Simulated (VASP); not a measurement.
# CuI (P4/nmm) in VASP: single point with PBE

Aim: the single point of CuI with PBE.

Program: VASP 6.6.1. These are calculated values, not measurements. Logs are shortened: lines on timing, memory, paths and dates and some standing lists are left out, and cuts for length are marked.

## (1) The crystal as given

The structure is tetragonal, space group P4/nmm (No. 129). The conventional cell has a = 4.023 Å, b = 4.023 Å, c = 5.651 Å, α = 90.00°, β = 90.00°, γ = 90.00°. Cu (site symmetry -4m2) is surrounded by 4 I at 2.60 Å and 4 Cu at 2.84 Å. I (site symmetry 4mm) has 4 Cu at 2.60 Å as nearest neighbours.

Measurements of this composition are mostly on another form, of space group No. 216.

## (2) Single point, PBE

INCAR reads:

```
SYSTEM = CuI
PREC = Accurate
ENCUT = 520
EDIFF = 1E-6
ISMEAR = 0
SIGMA = 0.01
LREAL = .FALSE.
LASPH = .TRUE.
NELM = 100
ALGO = Normal
ISIF = 2
LWAVE = .FALSE.
LCHARG = .TRUE.
GGA = PE
LELF = .TRUE.
LVHAR = .TRUE.
NBANDS = 26
```

KPOINTS reads:

```
Automatic mesh
0
G
  4 4 3
  0 0 0
```

POSCAR reads:

```
CuI
1.0
    4.0229000000      0.0000000000      0.0000000000
    0.0000000000      4.0229000000      0.0000000000
    0.0000000000      0.0000000000      5.6506000000
Cu I
2 2
Direct
    0.0000000000      0.0000000000      0.0000000000
    0.5000000000      0.5000000000      0.0000000000
    0.0000000000      0.5000000000      0.2913000000
    0.5000000000      0.0000000000      0.7087000000
```

Potentials or basis: VASP PAW PBE potentials, release 64 (Cu, I).

The run is started by

```sh
> cat potpaw_PBE.64/Cu/POTCAR potpaw_PBE.64/I/POTCAR > POTCAR
> mpirun -np 1 vasp_std > vasp.out
```

OUTCAR:

```text
SYSTEM = CuI
   PREC = Accurate
   ENCUT = 520
   EDIFF = 1E-6
   ISMEAR = 0
   LREAL = .FALSE.
   LASPH = .TRUE.
   NELM = 100
   ISIF = 2
   GGA = PE

 ion  position               nearest neighbor table
   1  0.000  0.000  0.000-   3 2.60   4 2.60   3 2.60   4 2.60
   2  0.500  0.500  0.000-   3 2.60   4 2.60   4 2.60   3 2.60
   3  0.000  0.500  0.291-   1 2.60   2 2.60   1 2.60   2 2.60
   4  0.500  0.000  0.709-   1 2.60   2 2.60   2 2.60   1 2.60

  LATTYP: Found a simple tetragonal cell.
 ALAT       =     4.0229000000
 C/A-ratio  =     1.4046086157

  Lattice vectors:

 A1 = (   4.0229000000,   0.0000000000,   0.0000000000)
 A2 = (   0.0000000000,   4.0229000000,   0.0000000000)
 A3 = (   0.0000000000,   0.0000000000,   5.6506000000)

Analysis of symmetry for initial positions (statically):
=====================================================================
 Subroutine PRICEL returns:
 Original cell was already a primitive cell.

 Routine SETGRP: Setting up the symmetry group for a
 simple tetragonal supercell.

 Subroutine GETGRP returns: Found 16 space group operations
 (whereof  8 operations were pure point group operations)
 out of a pool of 16 trial point group operations.

The static configuration has the point symmetry D_2d.
 The point group associated with its full space group is D_4h.

Analysis of symmetry for dynamics (positions and initial velocities):
=====================================================================
 Subroutine PRICEL returns:
 Original cell was already a primitive cell.

 Routine SETGRP: Setting up the symmetry group for a
 simple tetragonal supercell.

 Subroutine GETGRP returns: Found 16 space group operations
 (whereof  8 operations were pure point group operations)
 out of a pool of 16 trial point group operations.

The dynamic configuration has the point symmetry D_2d.
 The point group associated with its full space group is D_4h.

 Subroutine INISYM returns: Found 16 space group operations
 (whereof  8 operations are pure point group operations),
 and found     1 'primitive' translations

----------------------------------------------------------------------------------------

                                     Primitive cell

  volume of cell :      91.4478

  direct lattice vectors                    reciprocal lattice vectors
     4.022900000  0.000000000  0.000000000     0.248576897  0.000000000  0.000000000
     0.000000000  4.022900000  0.000000000     0.000000000  0.248576897  0.000000000
     0.000000000  0.000000000  5.650600000     0.000000000  0.000000000  0.176972357

  length of vectors
     4.022900000  4.022900000  5.650600000     0.248576897  0.248576897  0.176972357

  position of ions in fractional coordinates (direct lattice)
     0.000000000  0.000000000  0.000000000
     0.500000000  0.500000000  0.000000000
     0.000000000  0.500000000  0.291300000
     0.500000000  0.000000000  0.708700000

  ion indices of the primitive-cell ions
   primitive index   ion index
                 1           1
                 2           2
                 3           3
                 4           4

----------------------------------------------------------------------------------------

 KPOINTS: Automatic mesh

Automatic generation of k-mesh.
 Grid dimensions read from file:
 generate k-points for:    4    4    3

 Generating k-lattice:

  Cartesian coordinates                     Fractional coordinates (reciprocal lattice)
     0.062144224  0.000000000  0.000000000     0.250000000  0.000000000  0.000000000
     0.000000000  0.062144224  0.000000000     0.000000000  0.250000000  0.000000000
     0.000000000  0.000000000  0.058990786     0.000000000  0.000000000  0.333333333

  Length of vectors
     0.062144224  0.062144224  0.058990786

  Shift w.r.t. Gamma in fractional coordinates (k-lattice)
     0.000000000  0.000000000  0.000000000

 Subroutine IBZKPT returns following result:
 ===========================================

 Found     12 irreducible k-points:

 Following reciprocal coordinates:
            Coordinates               Weight
  0.000000  0.000000  0.000000      1.000000
  0.250000  0.000000  0.000000      4.000000
  0.500000  0.000000  0.000000      2.000000
  0.250000  0.250000  0.000000      4.000000
  0.500000  0.250000  0.000000      4.000000
  0.500000  0.500000  0.000000      1.000000
  0.000000  0.000000  0.333333      2.000000
  0.250000  0.000000  0.333333      8.000000
  0.500000  0.000000  0.333333      4.000000
  0.250000  0.250000  0.333333      8.000000
  0.500000  0.250000  0.333333      8.000000
  0.500000  0.500000  0.333333      2.000000
   k-points           NKPTS =     12   k-points in BZ     NKDIM =     12   number of bands    NBANDS=     26
   number of dos      NEDOS =    301   number of ions     NIONS =      4
   total plane-waves  NPLWV =  37800
   dimension x,y,z NGX =    30 NGY =   30 NGZ =   42
   dimension x,y,z NGXF=    60 NGYF=   60 NGZF=   84
   ions per type =               2   2
   NGX,Y,Z   is equivalent  to a cutoff of  12.40, 12.40, 12.36 a.u.
   NGXF,Y,Z  is equivalent  to a cutoff of  24.79, 24.79, 24.71 a.u.
 SYSTEM =  CuI
   PREC   = accura    normal or accurate (medium, high low for compatibility)
   ISTART =      0    job   : 0-new  1-cont  2-samecut
   ICHARG =      2    charge: 1-file 2-atom 10-const
   ISPIN  =      1    spin polarized calculation?
   LNONCOLLINEAR =      F non collinear calculations
   LSORBIT =      F    spin-orbit coupling
   LASPH  =      T    aspherical Exc in radial PAW
   ENCUT  =  520.0 eV  38.22 Ry    6.18 a.u.   7.48  7.48 10.51*2*pi/ulx,y,z
   NELM   =    100;   NELMIN=  2; NELMDL= -5     # of ELM steps
   EDIFF  = 0.1E-05   stopping-criterion for ELM
[... 8 lines left out ...]
   TEBEG  =    0.0;   TEEND  =   0.0 temperature during run
   PSTRESS=    0.0 pullay stress
   NELECT =      36.0000    total number of electrons
   NUPDOWN=      -1.0000    fix difference up-down
   EMIN   =  10.00;   EMAX   =-10.00  energy-range for DOS
   EFERMI =   0.00;   METHOD = LEGACY
   ISMEAR =     0;   SIGMA  =   0.01  broadening in eV -4-tet -1-fermi 0-gaus
   EFERMI_NEDOS =   21; number of points for ismear=-14 and -15
   IALGO  =     38    algorithm
   IMIX   =      4    mixing-type and parameters
     AMIX     =   0.40;   BMIX     =  1.00
     AMIX_MAG =   1.60;   BMIX_MAG =  1.00
  volume/ion in A,a.u.               =      22.86       154.28
  Fermi-wavevector in a.u.,A,eV,Ry     =   1.199825  2.267341 19.586682  1.439581
  Thomas-Fermi vector in A             =   2.335678
   LORBIT       =      0    0 simple, 1 ext, 2 COOP (PROOUT), +10 PAW based schemes
   GGA     = PE    functional components
   LHFCALC =     F    Hartree Fock is set to
   AEXX    =    0.0000 exact exchange contribution
   IVDW    =     0    specifies the selected vdW correction
   LEPSILON=     F    determine dielectric tensor
   LRPA    =     F    only Hartree local field effects (RPA)
 non-spin polarized calculation
 Gauss-broadening in eV      SIGMA  =   0.01
  energy-cutoff  :      520.00
  volume of cell :       91.45
 maximum number of plane-waves:      2485
 NGX is ok and might be reduce to    30
   NGX = 15   NGY = 15   NGZ = 21

 number of electron      36.0000013 magnetization

 Free energy of the ion-electron system (eV)
  ---------------------------------------------------
  ext. energy  EPLUGINS =         0.00000000
  ---------------------------------------------------
  free energy    TOTEN  =       -10.70324168 eV

  energy without entropy =      -10.70324168  energy(sigma->0) =      -10.70324168

 E-fermi :   6.7046     XC(G=0):  -9.9952

 val. band max:        6.5960464879   @ k =   0.0000   0.0000   0.0000
 cond. band min:       8.1704090844   @ k =   0.0000   0.0000   0.0000
 fundamental gap:      1.5743625965
 Fermi energy:         6.7046285002

 k-point     1 :       0.0000    0.0000    0.0000
  band No.  band energies     occupation
      1      -8.1777      2.00000
      2      -6.8501      2.00000
      3       0.0011      2.00000
      4       2.5670      2.00000
      5       2.5670      2.00000
      6       2.5686      2.00000
[... 18 lines left out ...]
     25      14.8529      0.00000
     26      16.1926      0.00000

 k-point     2 :       0.2500    0.0000    0.0000
  band No.  band energies     occupation
      1      -7.8835      2.00000
      2      -6.8931      2.00000
      3       0.4924      2.00000
      4       1.5063      2.00000
      5       1.8783      2.00000
      6       2.5501      2.00000
[... 18 lines left out ...]
     25      14.3276      0.00000
     26      15.1703      0.00000

 k-point     3 :       0.5000    0.0000    0.0000
  band No.  band energies     occupation
      1      -7.2591      2.00000
      2      -7.2591      2.00000
      3       0.9497      2.00000
      4       0.9497      2.00000
      5       1.7291      2.00000
      6       1.7291      2.00000
[... 18 lines left out ...]
     25      13.8069      0.00000
     26      13.8069      0.00000

 k-point     4 :       0.2500    0.2500    0.0000
  band No.  band energies     occupation
      1      -7.6190      2.00000
      2      -6.8770      2.00000
      3       0.9405      2.00000
      4       1.1014      2.00000
      5       1.3492      2.00000
      6       2.2821      2.00000
[... 18 lines left out ...]
     25      13.8222      0.00000
     26      14.4891      0.00000
[... 148 lines left out ...]
      1      -7.4476      2.00000
      2      -7.0602      2.00000
      3       0.6241      2.00000
      4       1.1204      2.00000
      5       1.4506      2.00000
      6       2.2416      2.00000
[... 18 lines left out ...]
     25      13.6247      0.00000
     26      14.3326      0.00000

 k-point    11 :       0.5000    0.2500    0.3333
  band No.  band energies     occupation
      1      -7.0832      2.00000
      2      -7.0832      2.00000
      3       0.4741      2.00000
      4       0.4741      2.00000
      5       1.9039      2.00000
      6       1.9039      2.00000
[... 18 lines left out ...]
     25      14.0140      0.00000
     26      14.0140      0.00000

 k-point    12 :       0.5000    0.5000    0.3333
  band No.  band energies     occupation
      1      -6.9157      2.00000
      2      -6.9157      2.00000
      3       0.5728      2.00000
      4       0.5728      2.00000
      5       1.8396      2.00000
      6       1.8396      2.00000
[... 18 lines left out ...]
     25      14.2809      0.00000
     26      14.2809      0.00000

------------------------ aborting loop because EDIFF is reached ----------------------------------------

  FORCE on cell =-STRESS in cart. coord.  units (eV):
  Direction    XX          YY          ZZ          XY          YZ          ZX
  --------------------------------------------------------------------------------------
  -------------------------------------------------------------------------------------
  Total        3.7074068      3.7074068      4.3743016      0.0000000      0.0000000      0.0000000
  in kB       64.9542815     64.9542815     76.6383721      0.0000000      0.0000000      0.0000000
  external PRESSURE =      68.8489784 kB  Pullay stress =       0.0000000 kB

 VOLUME and BASIS-vectors are now :
 -----------------------------------------------------------------------------
  energy-cutoff  :      520.00
  volume of cell :       91.45
      direct lattice vectors                 reciprocal lattice vectors
     4.022900000  0.000000000  0.000000000     0.248576897  0.000000000  0.000000000
     0.000000000  4.022900000  0.000000000     0.000000000  0.248576897  0.000000000
     0.000000000  0.000000000  5.650600000     0.000000000  0.000000000  0.176972357

 POSITION                                       TOTAL-FORCE (eV/Angst)
 -----------------------------------------------------------------------------------
      0.00000      0.00000      0.00000        -0.000000     -0.000000      0.000000
      2.01145      2.01145      0.00000         0.000000      0.000000      0.000000
      0.00000      2.01145      1.64602        -0.000000      0.000000      0.222205
      2.01145      0.00000      4.00458        -0.000000      0.000000     -0.222205
 -----------------------------------------------------------------------------------
    total drift:                                0.000000      0.000000      0.000000

  FREE ENERGIE OF THE ION-ELECTRON SYSTEM (eV)
  ---------------------------------------------------
  free  energy   TOTEN  =       -10.7032416786 eV

  energy  without entropy=      -10.7032416786  energy(sigma->0) =      -10.70324168
```

Wall time 14 s (1 thread of Intel Xeon 6975P-C (Granite Rapids), shared host); peak memory 0.19 GiB.

Results:

```yaml
Free_energy: -10.7032 eV
Pressure: 6.9 GPa
Largest_force: 0.222 eV/Å
Band_gap_on_the_k_mesh: 1.57 eV, direct
```

Forces in eV/Å, atoms in the order of the input:
```
Cu   0.000  0.000  0.000
Cu   0.000  0.000  0.000
I    0.000  0.000  0.222
I    0.000  0.000 -0.222
```

Caveat: spin-orbit coupling is left out, which moves the levels of the heavy elements. As with any semilocal functional, this PBE gap is likely too small.
